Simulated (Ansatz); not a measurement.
# Si2BPC2 (zincblende [110] superlattice): band gap by G0W0 on PBEsol, part 2 of 3

Aim: the quasiparticle gap of Si2BPC2 (zincblende [110] superlattice), starting from PBEsol.

Ansatz 0.2.0; PBEsol, then G0W0 on it, plane waves, PAW. Known limits of the many-body steps: finite bands, screening cutoff and k mesh; no spin-orbit coupling in G0W0.

So far: The starting structure; Relaxing the structure.

## 3. Bands along the symmetry lines

Level of this step: DFT, PBEsol, plane waves, PAW; PAW set soft_1 (Ansatz).

Levels along a band path and on the mesh show where this functional puts the band edges.

The input, input.yaml:

```yaml
crystal:
  lattice:
    - [3.1227157746, 0.0, 0.0]
    - [0.0, 4.4229345979, 1.60864e-05]
    - [0.0, 3.3678e-05, 9.4176319605]
  atoms:
    - { symbol: B, position: [0.0, -0.0471262999, 0.0720823415] }
    - { symbol: P, position: [0.5, 0.211259451, 0.0983089633] }
    - { symbol: B, position: [0.5, 0.4528809742, 0.2749186048] }
    - { symbol: P, position: [0.0, 0.7112628512, 0.2486944453] }
    - { symbol: Si, position: [0.0, 0.0291345413, 0.4359758668] }
    - { symbol: C, position: [0.5, 0.2688458755, 0.4267934494] }
    - { symbol: Si, position: [0.5, 0.5204750541, 0.5896900972] }
    - { symbol: C, position: [0.0, 0.7674112616, 0.5942206937] }
    - { symbol: Si, position: [0.0, 0.0204723415, 0.7573110778] }
    - { symbol: C, position: [0.5, 0.2674097425, 0.7527801341] }
    - { symbol: Si, position: [0.5, 0.5291298175, 0.9110258636] }
    - { symbol: C, position: [0.0, 0.7688443897, 0.9202063615] }
kpoints:
  mp_grid: { grid: [8, 6, 4] }
  band_path:
    path:
      - [0.0, 0.0, 0.0]
      - [-0.5, 0.0, 0.0]
      - [-0.5, 0.0, 0.5]
      - [0.0, 0.0, 0.5]
      - [0.0, 0.0, 0.0]
      - [0.0, -0.5, 0.5]
      - [-0.5, -0.5, 0.5]
      - [-0.5, 0.0, 0.0]
      - [-0.5, -0.5, 0.0]
      - [0.0, -0.5, 0.0]
      - [0.0, 0.0, 0.0]
    npoints: 10
hamiltonian:
  xc: pbesol
  pseudopotentials: { kind: paw, azcp: { folder: soft_1 }, xc_functional: pbe }
scf:
  occupations: { method: fermi_dirac, width: 0.02 }
  n_extra_bands: 8
output:
  eigenvalues: true
  forces: true
  stress: true
  write_density: true
  write_potential: true
  elf: true
  volumetric_format: npy
```

Command:

```
$ ansatz run input.yaml --threads 4 --pin off --max-ram 17510MiB --backend cpu --events-out ev --progress --plain --runs-dir out
```

Numbers of over 12 decimals in the logs are rounded to 6 here.

What it wrote:

```text
Warning: 2 symmetry operations that the atoms keep within the bar at which the run's group was sought (crystal.symmetry.tolerance 1.0e-5, or twice it) were not taken beside the 2 unitary ones that the detection took (of a slab, those that keep its plane). If the more symmetric cell is meant, write the vectors of crystal.lattice to more decimals, or, with the positions in fractional coordinates, give it by lengths and [...]
[...]
Crystal: 12 atoms, lattice volume = 130.072 Å³
Basis set: ecut = 420 eV, 2543 PW (Γ), exchange–correlation on 48×60×128 points (8 copies of the dense FFT grid, shifted against one another)
Bands: 32, of which v1, the nominal top of the filled ones, is band 24 counted from 1 (23 counted from 0)
Symmetry: 2 space group operations
[...]
k-points: 70 of 192 (time reversal used)
[...]
SCF iter   1: F=—  HF=-5267.698461 eV  |F-HF|=—  |Δ(HF+E_count)|=         —  Δρ=1.12e-1  dr2=2.07e1  ethr=3.10e-3  ⟨swp⟩=8.8  Hψ=13093  notcnv=0
[...]
SCF iter   8: F=-5261.160839 eV  HF=-5261.160839 eV  |F-HF|=1.19e-9  |Δ(HF+E_count)|=   1.62e-7  Δρ=4.42e-6  dr2=2.27e-8  ethr=2.08e-10  ⟨swp⟩=18.7  Hψ=21582  notcnv=0
SCF 1 converged in 8 iterations: F = -5261.160839 eV  dr2 = 2.27e-8
[...]
NSCF: frozen V_eff on 101 k-points
SCF converged after 8 iterations
Free energy (F): -5261.160839 eV
[...]
Internal energy: -5261.160839 eV  (E = F + TS)
E sigma→0 (E₀):  -5261.160839 eV
Entropy (-TS):   -0.000000 eV (-0.000 meV/atom)
Fermi energy:    10.286733 eV
[...]
--- Forces (eV/Å), atoms counted from 1 ---
  atom   1  B      0.00000000    -0.00555188    -0.00319489
  atom   2  P      0.00000000     0.00864926    -0.00394163
  atom   3  B      0.00000000    -0.00601136     0.00324462
  atom   4  P      0.00000000     0.00860780     0.00364923
  atom   5  Si     0.00000000    -0.00044838     0.00356234
  atom   6  C      0.00000000    -0.00308935    -0.00906335
  atom   7  Si     0.00000000     0.00174007     0.00220206
  atom   8  C      0.00000000    -0.00107695     0.00222939
  atom   9  Si     0.00000000     0.00201770    -0.00236099
  atom  10  C      0.00000000    -0.00105388    -0.00213942
  atom  11  Si     0.00000000    -0.00040503    -0.00367225
  atom  12  C      0.00000000    -0.00336219     0.00948546
  max |Σ_I F_I| component: 1.58e-5 eV/Å
--- Stress (GPa, compression-positive) ---
       -0.105693       0.000000       0.000000
        0.000000       0.117356      -0.001647
        0.000000      -0.001647      -0.105287
  P = ⅓ Tr σ = -0.0312 GPa (-0.312 kbar)
--- Band table (eV; the first three rows and the last of 70) ---
  k-point 0: bands = [... 20 lower, 8.8069, 9.2693, 9.5941, 10.0471, 10.5196, 12.0652, 12.6456, 12.9260, ... 4 higher]
  k-point 1: bands = [... 20 lower, 8.8647, 8.8861, 9.4192, 10.0695, 10.8651, 12.0427, 12.5633, 13.5178, ... 4 higher]
  k-point 2: bands = [... 20 lower, 8.3482, 8.9267, 9.1660, 10.0909, 11.2156, 11.7849, 13.1292, 14.0149, ... 4 higher]
  k-point 69: bands = [... 20 lower, 7.3569, 7.3569, 7.7976, 7.7976, 13.6306, 13.6306, 14.1081, 14.1081, ... 4 higher]
```

Run time: 17 s. Hardware: 4 threads of Arm Neoverse V1, shared host; peak memory 0.61 GiB; 68 s of CPU time.

Reading the cycles: dr2 is the Hartree energy of the density residual (eV), the measure of convergence; HF is the Harris–Foulkes estimate of the energy, which meets the free energy F at convergence.

Numbers from this step:

| Quantity | Value |
| --- | --- |
| pressure | -0.03121 GPa |
| filled bands | 24 |
| gap | 0.3956 eV |
| valence top at | B |
| conduction bottom at | D |
| least direct gap | 0.4725 eV |

Over mesh and path the gap is 0.396 eV, from k = (0.000, 0.000, 0.500) to k = (-0.500, 0.000, 0.500). The least direct gap found is 0.473 eV, at k = Γ. The program's warnings for this run: near symmetry operations not taken.

Electronic bands along the path, in eV, zero at the top of the highest nominally filled band:

```
  point  band 21  band 22  band 23  band 24  band 25  band 26  band 27  band 28
      Γ    -1.28    -0.82    -0.50    -0.04     0.43     1.97     2.55     2.84
halfway    -3.24    -2.95    -2.17    -1.01     1.78     1.80     2.10     3.52
      Z    -4.16    -4.16    -2.18    -2.18     1.08     1.08     1.83     1.83
halfway    -3.94    -3.94    -2.58    -2.58     0.66     0.66     1.89     1.89
      D    -3.44    -3.44    -3.27    -3.27     0.40     0.40     1.74     1.74
halfway    -3.01    -2.61    -2.02    -2.00     2.48     2.49     2.58     2.83
      B    -1.74    -1.16    -0.92     0.00     1.12     1.69     3.04     3.92
halfway    -1.23    -1.20    -0.67    -0.02     0.77     1.95     2.47     3.43
      Γ    -1.28    -0.82    -0.50    -0.04     0.43     1.97     2.55     2.84
halfway    -1.53    -1.39    -1.04    -0.68     1.33     2.42     2.99     3.64
      A    -1.79    -1.79    -1.47    -1.47     2.89     2.89     3.54     3.54
halfway    -2.19    -2.19    -1.68    -1.68     3.72     3.72     4.25     4.25
      E    -2.73    -2.73    -2.29    -2.29     3.54     3.54     4.02     4.02
halfway    -3.35    -3.09    -2.51    -2.35     1.56     1.83     2.42     2.78
      Z    -4.16    -4.16    -2.18    -2.18     1.08     1.08     1.83     1.83
halfway    -3.27    -3.27    -2.11    -2.11     1.50     1.50     2.50     2.50
     C2    -2.11    -2.11    -1.89    -1.89     3.47     3.47     3.72     3.72
halfway    -2.45    -2.45    -1.98    -1.98     3.48     3.48     3.68     3.68
     Y2    -1.86    -1.86    -1.51    -1.51     2.24     2.24     3.76     3.76
halfway    -1.47    -1.42    -1.33    -0.69     0.99     2.51     3.00     3.29
      Γ    -1.28    -0.82    -0.50    -0.04     0.43     1.97     2.55     2.84
```

Electrostatic potential energy in the cb plane at fractional x = 0.000, with atoms of B and P and Si and C within 0.2 Å of it. With pseudopotentials it is smooth inside the atoms' cores, unlike the true potential.

Ten even steps from '_' (-39 eV) to '@' (13 eV), each cell a mean:
```
++....--%%%%%%%%%%**::--::++########--------######%%
**----**##++::--**##**++**##==..::**##==++##**::..==
%%%%%%%%**..____--##%%%%%%##::____++%%%%%%%%++____::
@@@@@@%%++______::##@@@@@@%%==..::##@@@@@@@@**::..==
@@@@@@@@##--__..++%%@@@@@@@@%%####@@@@@@@@@@@@####%%
@@@@@@@@%%##****%%@@@@@@@@@@@@@@@@@@@@@@@@@@@@@@@@@@
@@@@@@@@@@@@@@@@@@@@@@@@@@@@@@@@@@@@@@@@@@@@@@@@@@@@
@@@@@@@@@@@@@@@@@@@@@@@@@@@@@@@@@@@@@@@@@@@@@@@@@@@@
@@@@@@@@@@@@@@@@@@@@%%%%%%@@@@@@@@@@@@%%%%@@@@@@@@@@
@@@@@@@@@@@@@@@@@@%%++====##@@@@@@%%**====**%%@@@@@@
%%****%%@@@@@@@@%%++::==::==%%@@@@##--------##@@@@@@
**::..==%%@@@@@@%%==--%%==--%%@@@@**::##**--**@@@@@@
```
Columns run along c (9.4 Å; values clipped at the 3rd and 97th percentile), rows up along b (4.4 Å). Atoms in or near the plane, at fractional coordinates: B at (0.07, 0.95), P at (0.25, 0.71), Si at (0.44, 0.03), C at (0.59, 0.77), Si at (0.76, 0.02), C at (0.92, 0.77).

ELF in the cb plane at fractional x = 0.000, with atoms of B and P and Si and C within 0.2 Å of it. It is the smooth field of the valence electrons, not physical close to the nuclei.

Ten even steps from '0' (0.01) to '9' (0.94), each cell a mean:
```
71047778996359988983489878
95389958998579846995599648
86699602896468503874477206
63478300563136645751146546
31146423541014777520025776
10013566520002465300013564
00001344200000121000001221
00000011000110000001100000
12210000012332000123321000
24531000123333101233332000
35542101332223322322223212
41134335763436766643347655
```
Columns run along c (9.4 Å), rows up along b (4.4 Å). Atoms in or near the plane, at fractional coordinates: B at (0.07, 0.95), P at (0.25, 0.71), Si at (0.44, 0.03), C at (0.59, 0.77), Si at (0.76, 0.02), C at (0.92, 0.77).

(Part 2 of 3 ends here.)

[Paths, hosts, dates, memory and timing lines, banners, echoed tables and standing remarks are left out of the program output.]

[Logs are printed without paths, hosts, clocks, repeated set-up lines and the standing remarks that a program may print on its own settings, such as how far it seeks lower states.]

[Runs of the session that timed out or met a known fault of the program may be left out.]

[Cells called generated may have been cut or substituted from an entry of the Crystallography Open Database or the Materials Project.]

[Hosts, paths, dates, database ids (printed as entryN), source tags and the programs' standing remarks are cut or masked in the printed files.]

[Where an RPA ε∞ is given, it is that of the G0W0 mesh and is not shown converged in it. Names of k-points follow the symmetry that the program found, which can be lower than the space group named. Band edges on a path are those of the sampled points; other points can move an edge, and change direct to indirect where valleys lie close.]

[Hybrid gaps are those of their k-mesh and are not shown converged in it.]
